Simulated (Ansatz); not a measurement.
The system is MnO2.

```
CELL_PARAMETERS angstrom
2.85658 0.00000 0.00000
-1.42829 2.47387 0.00000
0.00000 0.00000 4.60137
ATOMIC_POSITIONS crystal
Mn 0.00000 0.00000 0.50000
O 0.33333 0.66667 0.70629
O 0.66667 0.33333 0.29371
```

Measurements of this composition are mostly on another form, of space group No. 136.

Base run:

* Program: Ansatz 0.2.0
* Functional: PBEsol
* Potentials or basis: Ansatz PAW
* Cutoff: 420 eV (not typed: the program's choice for these potentials)
* k mesh: 11 × 11 × 6
* Occupations: fermi-dirac, width 0.05 eV
* Spin: no spin polarisation

Its results: band gap on the k mesh none (metal or under the smearing width); pressure -12.2 GPa; largest force 0.522 eV/Å.

Q: The run is repeated on the same cell with these changes: spin from no spin polarisation to collinear spin, ferromagnetic start. What comes out?

A: Band gap on the k mesh 0.73 eV, indirect (least direct gap 0.79 eV); pressure -2.2 GPa; net moment 3.00 μB per cell; site moments Mn +2.49; O +0.05 μB; largest force 0.164 eV/Å.

Caveats: the PAW data sets come from PBE, with cores solved anew for the run's functional, which leaves a small shift of forces and pressure; an odd number of electrons without spin polarisation forces a metal (some runs); a magnetic or distorted state may lie lower (some runs); semilocal functionals often make such compounds metallic where correlation or magnetic order opens a gap, which also shifts bond lengths (some runs); odd divisions of the mesh miss points on the zone boundary, where band edges often lie, so the gap on the mesh can be too wide (some runs); a cell with one magnetic atom can't hold antiferromagnetic order, which such compounds often take (some runs).

A k mesh can miss the band edges.
